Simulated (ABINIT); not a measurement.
# CaO (Fm-3m) in ABINIT: a series of runs

One crystal, CaO, is run at these levels: TB-mBJ, LDA; tasks: band structure, equation of state.

Everything below comes from runs of ABINIT 10.8.3 (patched build). Logs are shortened: lines on timing, memory, paths and dates and some standing lists are left out, and cuts for length are marked. The log counts tension as positive stress, the text compression.

**1. The structure**

Symmetry: Fm-3m, No. 225, cubic system. The conventional cell has a = 4.807 Å, b = 4.807 Å, c = 4.807 Å, α = 90.00°, β = 90.00°, γ = 90.00°. Ca (site symmetry m-3m) is surrounded by 6 O at 2.40 Å. O (site symmetry m-3m) is surrounded by 6 Ca at 2.40 Å.

The cell is a database's computed one.

**2. Band structure, TB-mBJ**

Contents of run.abi:

```
# Datasets: ground state, then fixed potential
ndtset 2

# Pseudopotentials
pp_dirpath "./"
pseudos "Ca.LDA_PW-JTH.xml, O.LDA_PW-JTH.xml"

# Structure
acell 3.3991410632 3.3991410632 3.3991410632 Angstrom
rprim
     0.0000000000     0.7071067812     0.7071067812
     0.7071067812     0.0000000000     0.7071067812
     0.7071067812     0.7071067812     0.0000000000
ntypat 2
znucl 20 8
natom 2
typat 1 2
xred
     0.0000000000     0.0000000000     0.0000000000
     0.5000000000     0.5000000000     0.5000000000

# Plane-wave basis
ecut 28.0
pawecutdg 50.0

# Exchange and correlation
ixc -208012
usekden 1
pawxcdev 0

# Bands and occupations
occopt 3
tsmear 0.05 eV

# SCF cycle
nstep 100
diemix 0.3
optforces 0
optstress 0

# Output
iomode 3
prtwf 0
prteig 0
prtebands 0
prtden1 1
prtkden1 1

# Dataset 1
kptopt1 1
ngkpt1 10 10 10
nshiftk1 1
shiftk1 0.0 0.0 0.0
nband1 12
tolvrs1 1.0e-7

# Dataset 2: bands along G-X-W-K-G-L-U-W-L-K
iscf2 -2
getden2 1
getkden2 1
nband2 18
nbdbuf2 4
tolwfr2 1.0e-11
kptopt2 -9
ndivsm2 8
prteig2 1
prtvol2 -3
kptbounds2
     0.0000000000     0.0000000000     0.0000000000
     0.5000000000     0.0000000000     0.5000000000
     0.5000000000     0.2500000000     0.7500000000
     0.3750000000     0.3750000000     0.7500000000
     0.0000000000     0.0000000000     0.0000000000
     0.5000000000     0.5000000000     0.5000000000
     0.6250000000     0.2500000000     0.6250000000
     0.5000000000     0.2500000000     0.7500000000
     0.5000000000     0.5000000000     0.5000000000
     0.3750000000     0.3750000000     0.7500000000
```

Potentials or basis: JTH PAW LDA v2.0.

The run is started by

```bash
> mpirun --bind-to none -np 4 abinit run.abi > log 2>&1
```

run.abo:

```text
.Version 10.8.3 of ABINIT
 DATASET    1 : space group Fm -3 m (#225); Bravais cF (face-center cubic)
================================================================================
 Values of the parameters that define the memory need for DATASET  1.
     intxc =       0    ionmov =       0      iscf =       7    lmnmax =      18
     lnmax =       6     mgfft =      32  mpssoang =       3    mqgrid =    3001
     natom =       2  nloc_mem =       2    nspden =       1   nspinor =       1
    nsppol =       1      nsym =      48    n1xccc =       1    ntypat =       2
    occopt =       3   xclevel =       2
       mpw =        1343          nfft =       32768          nkpt =          47
Pmy_natom=         1
 PAW method is used; the additional fine FFT grid is defined by:
   mgfftf=        45    nfftf =     91125
================================================================================
================================================================================

 DATASET    2 : space group Fm -3 m (#225); Bravais cF (face-center cubic)
================================================================================
 Values of the parameters that define the memory need for DATASET  2.
     intxc =       0    ionmov =       0      iscf =      -2    lmnmax =      18
     lnmax =       6     mgfft =      32  mpssoang =       3    mqgrid =    3001
     natom =       2  nloc_mem =       2    nspden =       1   nspinor =       1
    nsppol =       1      nsym =      48    n1xccc =       1    ntypat =       2
    occopt =       3   xclevel =       2
       mpw =        1363          nfft =       32768          nkpt =         139
Pmy_natom=         1
 PAW method is used; the additional fine FFT grid is defined by:
   mgfftf=        45    nfftf =     91125
================================================================================
================================================================================

--------------------------------------------------------------------------------
------------- Echo of variables that govern the present computation ------------
--------------------------------------------------------------------------------
 -outvars: echo values of preprocessed input variables --------
            acell      6.4234456728E+00  6.4234456728E+00  6.4234456728E+00 Bohr
              amu      4.00780000E+01  1.59994000E+01
           diemix      3.00000000E-01
             ecut      2.80000000E+01 Hartree
           getden1          0
           getden2          1
          getkden1          0
          getkden2          1
             iscf1          7
             iscf2         -2
              ixc     -208012
           jdtset        1    2
           kptopt1          1
           kptopt2         -9
         kptrlatt       10    0    0      0   10    0      0    0   10
          kptrlen1     6.42344567E+01
          kptrlen2     3.00000000E+01
            natom           2
            nband1         12
            nband2         18
           nbdbuf1          0
           nbdbuf2          4
           ndtset           2
           ndivsm1          0
           ndivsm2          8
            ngfft          32      32      32
          ngfftdg          45      45      45
             nkpt1         47
             nkpt2        139
            nstep         100
             nsym          48
           ntypat           2
           occopt           3
        optforces           0
        optstress           0
        pawecutdg      5.00000000E+01 Hartree
         pawxcdev           0
        prtebands           0
           prteig1          0
           prteig2          1
          prtkden           1
           prtvol1          0
           prtvol2         -3
            prtwf           0
            rprim      0.0000000000E+00  7.0710678120E-01  7.0710678120E-01
                       7.0710678120E-01  0.0000000000E+00  7.0710678120E-01
                       7.0710678120E-01  7.0710678120E-01  0.0000000000E+00
           shiftk1     0.00000000E+00  0.00000000E+00  0.00000000E+00
           shiftk2     5.00000000E-01  5.00000000E-01  5.00000000E-01
          spgroup         225
           tolvrs1     1.00000000E-07
           tolvrs2     0.00000000E+00
           tolwfr1     0.00000000E+00
           tolwfr2     1.00000000E-11
           tsmear      1.83746611E-03 Hartree
            typat      1  2
          usekden           1
           useylm           1
           xangst      0.0000000000E+00  0.0000000000E+00  0.0000000000E+00
                       2.4035556960E+00  2.4035556960E+00  2.4035556960E+00
            xcart      0.0000000000E+00  0.0000000000E+00  0.0000000000E+00
                       4.5420619939E+00  4.5420619939E+00  4.5420619939E+00
[... 221 lines left out ...]
 Angles (23,13,12)=  6.00000000E+01  6.00000000E+01  6.00000000E+01 degrees

 Coarse grid specifications (used for wave-functions):

 getcut: wavevector=  0.0000  0.0000  0.0000  ngfft=  32  32  32
         ecut(hartree)=     28.000   => boxcut(ratio)=   2.09140

 Fine grid specifications (used for densities):

 getcut: wavevector=  0.0000  0.0000  0.0000  ngfft=  45  45  45
         ecut(hartree)=     50.000   => boxcut(ratio)=   2.15196
--------------------------------------------------------------------------------

================================================================================
 Non-SCF case, kpt    1 (  0.00000  0.00000  0.00000), residuals and eigenvalues=
  5.33E-12  5.07E-12  2.09E-12  8.22E-12  2.89E-12  3.74E-12  8.12E-12  4.05E-12
  3.73E-12  5.69E-12  8.97E-12  5.15E-13  9.65E-12  4.60E-12  1.27E-11  3.97E-09
  1.75E-08  3.23E-05
 -1.2407E+00 -5.0180E-01 -5.0180E-01 -5.0180E-01 -4.1857E-01  1.9739E-01
  1.9739E-01  1.9739E-01  4.5252E-01  4.6394E-01  4.6394E-01  4.6394E-01
  4.9574E-01  4.9574E-01  8.6604E-01  1.0541E+00  1.0541E+00  1.0541E+00
 Non-SCF case, kpt    2 (  0.02174  0.00000  0.02174), residuals and eigenvalues=
  7.80E-12  5.94E-12  3.69E-12  3.32E-12  5.92E-12  2.44E-12  2.93E-12  7.03E-12
  2.05E-12  6.77E-12  3.19E-12  8.35E-12  3.55E-12  8.27E-12  6.42E-12  3.73E-09
  1.12E-07  4.33E-09
[... 948 lines left out ...]
 Non-SCF case, kpt  138 (  0.38393  0.38393  0.73214), residuals and eigenvalues=
  2.26E-12  4.99E-12  6.31E-12  2.55E-12  4.69E-12  1.84E-12  4.20E-12  7.01E-13
  4.86E-12  2.55E-12  9.71E-12  5.60E-12  3.57E-12  7.91E-12  5.02E-12  7.93E-12
  6.27E-08  5.70E-06
 -1.2372E+00 -5.2176E-01 -5.1487E-01 -5.0619E-01 -3.9838E-01  1.5496E-01
  1.6290E-01  1.7015E-01  4.4336E-01  5.2303E-01  5.2722E-01  5.4575E-01
  5.6354E-01  7.4537E-01  7.7777E-01  7.9474E-01  9.5098E-01  1.0145E+00
 Non-SCF case, kpt  139 (  0.37500  0.37500  0.75000), residuals and eigenvalues=
  4.94E-12  1.91E-12  1.91E-12  2.07E-12  9.51E-12  6.04E-12  3.04E-12  2.75E-12
  3.54E-12  2.88E-12  2.99E-12  4.26E-12  1.02E-12  2.54E-12  5.23E-12  6.57E-12
  3.82E-10  6.76E-07
 -1.2372E+00 -5.2025E-01 -5.1558E-01 -5.0643E-01 -3.9984E-01  1.5802E-01
  1.6237E-01  1.7161E-01  4.3749E-01  5.2553E-01  5.2697E-01  5.4773E-01
  5.6025E-01  7.4437E-01  7.7340E-01  8.0290E-01  9.5128E-01  1.0100E+00

Result for kinetic energy density :

--------------------------------------------------------------------------------
 Total kinetic energy density [Ha/Bohr^3]
)     Maximum=    2.4390E+00  at reduced coord.    0.4889    0.5111    0.5111
)     Minimum=    1.8890E-03  at reduced coord.    0.2444    0.2444    0.2444
   Integrated=    1.8363E+01
--------------------------------------------------------------------------------

--- !ResultsGS
iteration_state: {dtset: 2, }
comment   : Summary of ground state results
lattice_vectors:
- [  0.0000000,   4.5420620,   4.5420620, ]
- [  4.5420620,   0.0000000,   4.5420620, ]
- [  4.5420620,   4.5420620,   0.0000000, ]
lattice_lengths: [   6.42345,    6.42345,    6.42345, ]
lattice_angles: [ 60.000,  60.000,  60.000, ] # degrees, (23, 13, 12)
lattice_volume:   1.8740845E+02
convergence: {deltae:  0.000E+00, res2:  0.000E+00, residm:  9.997E-12, diffor:  0.000E+00, }
etotal    :  -4.37945627E+01
entropy   :   0.00000000E+00
fermie    :   2.78090014E-01
cartesian_stress_tensor: null
pressure_GPa: null
xred      :
- [  0.0000E+00,   0.0000E+00,   0.0000E+00, Ca]
- [  5.0000E-01,   5.0000E-01,   5.0000E-01,  O]
cartesian_forces: null
force_length_stats: {min: null, max: null, mean: null, }
...

 Integrated electronic density in atomic spheres:
 ------------------------------------------------
 Atom  Sphere_radius  Integrated_density
    1        1.91415          7.50676606
    2        1.41465          4.63341423

================================================================================

 ----iterations are completed or convergence reached----

 Mean square residual over all n,k,spin=   41.333E-13; max=  99.972E-13
 reduced coordinates (array xred) for    2 atoms
       0.000000000000      0.000000000000      0.000000000000
       0.500000000000      0.500000000000      0.500000000000

 cartesian coordinates (angstrom) at end:
    1      0.00000000000000     0.00000000000000     0.00000000000000
    2      2.40355569604410     2.40355569604410     2.40355569604410
 length scales=  6.423445672775  6.423445672775  6.423445672775 bohr
              =  3.399141063200  3.399141063200  3.399141063200 angstroms
 Eigenvalues (hartree) for nkpt= 139  k points:
 kpt#   1, nband= 18, wtk=  1.00000, kpt=  0.0000  0.0000  0.0000 (reduced coord)
  -1.24071   -0.50180   -0.50180   -0.50180   -0.41857    0.19739    0.19739    0.19739
   0.45252    0.46394    0.46394    0.46394    0.49574    0.49574    0.86604    1.05408
   1.05408    1.05408
 kpt#   2, nband= 18, wtk=  1.00000, kpt=  0.0217  0.0000  0.0217 (reduced coord)
  -1.24070   -0.50209   -0.50183   -0.50183   -0.41823    0.19641    0.19727    0.19727
   0.45348    0.46349    0.46451    0.46451    0.49588    0.49668    0.86652    1.05263
   1.05263    1.05495
 kpt#   3, nband= 18, wtk=  1.00000, kpt=  0.0435  0.0000  0.0435 (reduced coord)
  -1.24064   -0.50294   -0.50192   -0.50192   -0.41723    0.19358    0.19692    0.19692
   0.45617    0.46217    0.46621    0.46621    0.49631    0.49957    0.86792    1.04845
   1.04845    1.05758
 kpt#   4, nband= 18, wtk=  1.00000, kpt=  0.0652  0.0000  0.0652 (reduced coord)
  -1.24056   -0.50426   -0.50207   -0.50207   -0.41567    0.18921    0.19636    0.19636
   0.46002    0.46008    0.46900    0.46900    0.49701    0.50456    0.87015    1.04196
   1.04196    1.06201
 kpt#   5, nband= 18, wtk=  1.00000, kpt=  0.0870  0.0000  0.0870 (reduced coord)
[... 525 lines left out ...]
   0.45615    0.51609    0.53222    0.54142    0.56964    0.73081    0.77496    0.80732
   0.94469    1.02580
 kpt# 137, nband= 18, wtk=  1.00000, kpt=  0.3929  0.3929  0.7143 (reduced coord)
  -1.23723   -0.52362   -0.51380   -0.50591   -0.39672    0.15163    0.16323    0.16870
   0.44961    0.51939    0.52940    0.54361    0.56668    0.74028    0.77801    0.79712
   0.94879    1.01980
 kpt# 138, nband= 18, wtk=  1.00000, kpt=  0.3839  0.3839  0.7321 (reduced coord)
  -1.23718   -0.52176   -0.51487   -0.50619   -0.39838    0.15496    0.16290    0.17015
   0.44336    0.52303    0.52722    0.54575    0.56354    0.74537    0.77777    0.79474
   0.95098    1.01454
 kpt# 139, nband= 18, wtk=  1.00000, kpt=  0.3750  0.3750  0.7500 (reduced coord)
  -1.23715   -0.52025   -0.51558   -0.50643   -0.39984    0.15802    0.16237    0.17161
   0.43749    0.52553    0.52697    0.54773    0.56025    0.74437    0.77340    0.80290
   0.95128    1.01003

== END DATASET(S) ==============================================================
================================================================================

 -outvars: echo values of variables after computation  --------
            acell      6.4234456728E+00  6.4234456728E+00  6.4234456728E+00 Bohr
           etotal1    -4.3794562695E+01
            fcart1     9.9999999999E+99  9.9999999999E+99  9.9999999999E+99
                       9.9999999999E+99  9.9999999999E+99  9.9999999999E+99
            rprim      0.0000000000E+00  7.0710678120E-01  7.0710678120E-01
                       7.0710678120E-01  0.0000000000E+00  7.0710678120E-01
                       7.0710678120E-01  7.0710678120E-01  0.0000000000E+00
           strten1     9.9999999999E+99  9.9999999999E+99  9.9999999999E+99
                       9.9999999999E+99  9.9999999999E+99  9.9999999999E+99
           xangst      0.0000000000E+00  0.0000000000E+00  0.0000000000E+00
                       2.4035556960E+00  2.4035556960E+00  2.4035556960E+00
             xred      0.0000000000E+00  0.0000000000E+00  0.0000000000E+00
                       5.0000000000E-01  5.0000000000E-01  5.0000000000E-01
 Calculation completed.
```

Wall time 1.8 min (4 MPI ranks of Arm Neoverse V1, shared host); peak memory 0.52 GiB.

What came out:

```
Band gap on the k mesh                                : 5.27 eV, indirect (least direct gap 5.59 eV)
Band gap along the path                               : 5.27 eV, indirect (least direct gap 5.59 eV)
Valence electrons inside the program's atomic spheres : Ca 7.51; O 4.63
```

Levels at the corners of the path, in eV from the valence-band top:
```tsv
point	band 4	band 5	band 6	band 7	band 8	band 9	band 10	band 11	band 12	band 13
Γ	-19.03	-16.76	0.00	0.00	0.00	6.94	7.25	7.25	7.25	8.12
X	-19.20	-16.61	-1.04	-0.32	-0.32	5.27	8.53	9.04	9.90	9.90
W	-19.34	-16.23	-1.13	-0.82	-0.82	7.54	7.54	8.72	9.90	10.12
K	-19.15	-16.25	-1.07	-0.95	-0.70	6.53	8.93	8.97	9.53	9.87
Γ	-19.03	-16.76	0.00	0.00	0.00	6.94	7.25	7.25	7.25	8.12
L	-19.06	-15.69	-2.09	-1.07	-1.07	8.13	9.00	9.00	10.58	10.58
U	-19.15	-16.25	-1.07	-0.95	-0.70	6.53	8.93	8.97	9.53	9.87
W	-19.34	-16.23	-1.13	-0.82	-0.82	7.54	7.54	8.72	9.90	10.12
L	-19.06	-15.69	-2.09	-1.07	-1.07	8.13	9.00	9.00	10.58	10.58
K	-19.15	-16.25	-1.07	-0.95	-0.70	6.53	8.93	8.97	9.53	9.87
```

Caveat: the constant c of TB-mBJ comes from the pseudo density here, which moves gaps by up to 0.3 eV between sets of potentials; the PAW data sets were made with another functional, which shifts forces and pressure a little.

**3. Equation of state, LDA**

Contents of run.abi:

```
# Datasets: one volume each
ndtset 7
scalecart1 3*0.9795861087
scalecart2 3*0.9864848297
scalecart3 3*0.9932883884
scalecart4 3*1.0000000000
scalecart5 3*1.0066227096
scalecart6 3*1.0131594038
scalecart7 3*1.0196128224

# Pseudopotentials
pp_dirpath "./"
pseudos "Ca.LDA_PW-JTH.xml, O.LDA_PW-JTH.xml"

# Structure
acell 3.3991410632 3.3991410632 3.3991410632 Angstrom
rprim
     0.0000000000     0.7071067812     0.7071067812
     0.7071067812     0.0000000000     0.7071067812
     0.7071067812     0.7071067812     0.0000000000
ntypat 2
znucl 20 8
natom 2
typat 1 2
xred
     0.0000000000     0.0000000000     0.0000000000
     0.5000000000     0.5000000000     0.5000000000

# Plane-wave basis
ecut 23.0
pawecutdg 45.0

# k points
kptopt 1
ngkpt 10 10 10
nshiftk 1
shiftk 0.0 0.0 0.0

# Exchange and correlation
ixc 7

# Bands and occupations
nband 12
occopt 3
tsmear 0.05 eV

# SCF cycle
nstep 100
tolvrs 1.0e-9

# Output
iomode 3
prtwf 0
prtden 0
prteig 0
prtebands 0
```

Potentials or basis: JTH PAW LDA v2.0.

The run is started by

```bash
> mpirun --bind-to none -np 4 abinit run.abi > log 2>&1
```

Run time: 33 s. Hardware: 4 MPI ranks of Arm Neoverse V1, shared host; peak memory 0.44 GiB.

It converged, with:

| Quantity | Value |
| --- | --- |
| Equilibrium volume | 13.05 Å³/atom (rough: see the caveat) |
| Bulk modulus | 129 GPa (rough) |

Energy against volume, from the lowest point:
```csv
volume (Å³/atom),energy (meV/atom)
13.052,0.00
13.330,2.39
13.608,9.01
13.886,19.42
14.163,33.19
14.441,49.95
14.719,69.38
```

Caveat: pressures at fixed basis lie under the slope of the energies; the minimum lies outside the volumes run.

**4. For comparison**

An earlier run on the cell as given: functional PBEsol; potentials or basis PseudoDojo NC SR PBEsol v0.4.1 standard; cutoff 1143 eV; k mesh 10 × 10 × 10; occupations fermi-dirac, width 0.05 eV; no spin polarisation.

- Pressure: -3.0 GPa
- Band gap on the k mesh: 3.56 eV, indirect (least direct gap 3.94 eV)
- Valence electrons inside the program's atomic spheres: Ca 7.64; O 6.14

**5. The runs side by side**

```csv
task,level,potentials or basis,cutoff (eV),fine-grid cutoff,gap on the mesh (eV)
band structure,TB-mBJ,JTH PAW LDA v2.0,762,1360.57 eV,5.27
equation of state,LDA,JTH PAW LDA v2.0,626,1224.51 eV,-
single point,PBEsol,PseudoDojo NC SR PBEsol v0.4.1 standard,1143,-,3.56
```

Alike in all rows: no spin polarisation; cell as given; k mesh 10 × 10 × 10; smearing fermi-dirac 0.05 eV.

Caveats: the constant c of TB-mBJ comes from the pseudo density here, which moves gaps by up to 0.3 eV between sets of potentials (some runs); the PAW data sets were made with another functional, which shifts forces and pressure a little (some runs); pressures at fixed basis lie under the slope of the energies (some runs); the minimum lies outside the volumes run (some runs).

Absolute energies hang on the potentials; compare differences alone.
